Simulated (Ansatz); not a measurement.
Here is an Ansatz 0.2.0 calculation.

File input.yaml:

```yaml
crystal:
  lattice:
    - [0.0, 1.9417396906, 1.9651051623]
    - [1.4984397099, 0.0, 1.9651051623]
    - [1.4984397099, 1.9417396906, 0.0]
  atoms:
    - { symbol: Fe, position: [0.0, 0.0, 0.0], spin: 3.0 }
hamiltonian:
  xc: pbe
  pseudopotentials: { kind: paw }
magnetization:
  spin_polarized: true
kpoints:
  mp_grid: { grid: [13, 13, 13] }
scf:
  occupations: { method: fermi_dirac, width: 0.05 }
output:
  forces: true
  stress: true
  eigenvalues: true
  write_density: true
  write_potential: true
  elf: true
  volumetric_format: npy
relax:
  f_tol: 0.01
  max_steps: 40
  cell: { stress_tol: 0.05 }
```

Potentials or basis: Ansatz PAW.

Run with:

```sh
$ ansatz run input.yaml --threads 2 --pin off --max-ram 5632MiB --backend cpu --events-out ev --progress --plain --runs-dir out
```

(1) Predict the band gap on the k mesh.

(2) Estimate the site moments.

(3) Predict the net moment.

Answers

(1) none (metal or under the smearing width).

(2) Fe +2.16 μB.

(3) 2.12 μB per cell.
